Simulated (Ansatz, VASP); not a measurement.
Cu in VASP and in Ansatz

The input INCAR:

```
SYSTEM = Cu
PREC     = Accurate       ! precision mode
ENCUT    = 600            ! plane-wave cutoff, eV
EDIFF    = 1E-6           ! SCF threshold, eV
ISMEAR   = -1             ! smearing method
SIGMA    = 0.05           ! smearing width, eV
LREAL    = .FALSE.        ! projectors in reciprocal space
LASPH    = .TRUE.         ! aspherical terms in the spheres
NELM     = 60             ! most SCF steps
ALGO     = Fast           ! electronic algorithm
ISIF     = 3              ! what is computed and relaxed
LWAVE    = .FALSE.        ! write WAVECAR
LCHARG   = .FALSE.        ! write CHGCAR
GGA      = PE             ! functional
IVDW     = 12             ! dispersion correction
IBRION   = 2              ! ionic algorithm
NSW      = 40             ! ionic steps
EDIFFG   = -0.01          ! ionic threshold
```

KPOINTS

```
Automatic mesh
0
G
  11 11 11
  0 0 0
```

Contents of POSCAR:

```
Cu
1.0
    1.2184636900     -3.9763780104      0.0000000000
    1.2184636900      3.9763780104      0.0000000000
    0.0000000000      0.0000000000      2.4754955235
Cu
2
Direct
    0.8661333500      0.1338666500      0.7500000000
    0.1338666500      0.8661333500      0.2500000000
```

The input input.yaml:

```yaml
crystal:
  lattice:
    - [1.21846369, -3.9763780104, 0.0]
    - [1.21846369, 3.9763780104, 0.0]
    - [0.0, 0.0, 2.4754955235]
  atoms:
    - { symbol: Cu, position: [0.86613335, 0.13386665, 0.75] }
    - { symbol: Cu, position: [0.13386665, 0.86613335, 0.25] }
hamiltonian:
  xc: pbe
  pseudopotentials: { kind: paw }
  dispersion: d3bj
kpoints:
  mp_grid: { grid: [11, 11, 11] }
scf:
  occupations: { method: fermi_dirac, width: 0.05 }
output:
  forces: true
  stress: true
  eigenvalues: true
relax:
  f_tol: 0.01
  max_steps: 40
  cell: { stress_tol: 0.05 }
```

This isn't the form of Cu at room conditions, which is fcc.

Alike in both runs: task relaxation of cell and atoms; functional PBE; dispersion D3(BJ); k mesh 11 × 11 × 11; occupations fermi-dirac, width 0.05 eV; no spin polarisation.

|  | VASP | Ansatz |
| --- | --- | --- |
| version | VASP 6.6.1 | Ansatz 0.2.0 |
| potentials or method | VASP PAW PBE potentials, release 64 (Cu) | Ansatz PAW |
| plane-wave cutoff (eV) | 600 | 420 |
| valence electrons in the cell | 22 | 38 |

|  | VASP | Ansatz | Ansatz less VASP |
| --- | --- | --- | --- |
| gap on the k mesh at the Fermi level, each at its own relaxed structure (eV) | none | none | - |
| relaxed volume (Å³/atom) | 11.93 | 11.88 | -0.049 |
| relaxed cell length with the largest relative difference (Å) | 4.140 | 4.134 | -0.0066 |

A gap of «none» marks a metal or a gap that the smearing closes. The two sets of potentials don't hold the same shells in valence.

Caveats: pairwise dispersion overbinds metals, which lowers pressure and volume; the plane-wave basis is chosen anew once the cell has moved, so the energies of steps on either side of that aren't comparable (Ansatz).
